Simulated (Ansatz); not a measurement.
Runs of Ansatz 0.2.0 on ZnSe (Stilleite). It takes space group F-43m (No. 216, cubic). Conventional cell: a = 5.668 Å, b = 5.668 Å, c = 5.668 Å, α = 90.00°, β = 90.00°, γ = 90.00°. Se (site symmetry -43m) has 4 Zn at 2.45 Å as nearest neighbours. Zn (site symmetry -43m) is surrounded by 4 Se at 2.45 Å. 

| cell | gap on the mesh (eV) | pressure (GPa) |
| --- | --- | --- |
| relaxed | 1.24 | 0.0 |
| relaxed to 10 GPa | 1.73 | 10.0 |
| relaxed to 5 GPa | (a) | 5.0 |
| relaxed to 30 GPa | 2.08 | 30.0 |
| relaxed to 2 GPa | 1.36 | 2.0 |
| relaxed to 20 GPa | 2.08 | 20.0 |

Alike in all rows: task relaxation of cell and atoms; level PBEsol; potentials or basis all-electron LAPW, scalar-relativistic; no spin polarisation; k mesh 8 × 8 × 8; smearing fermi-dirac 0.05 eV; basis error allowed 0.001 eV/atom.

Problem. Estimate the missing entries.

Solution. (a) 1.51.

A k mesh can miss the band edges, and the runs leave out spin-orbit coupling on Se.
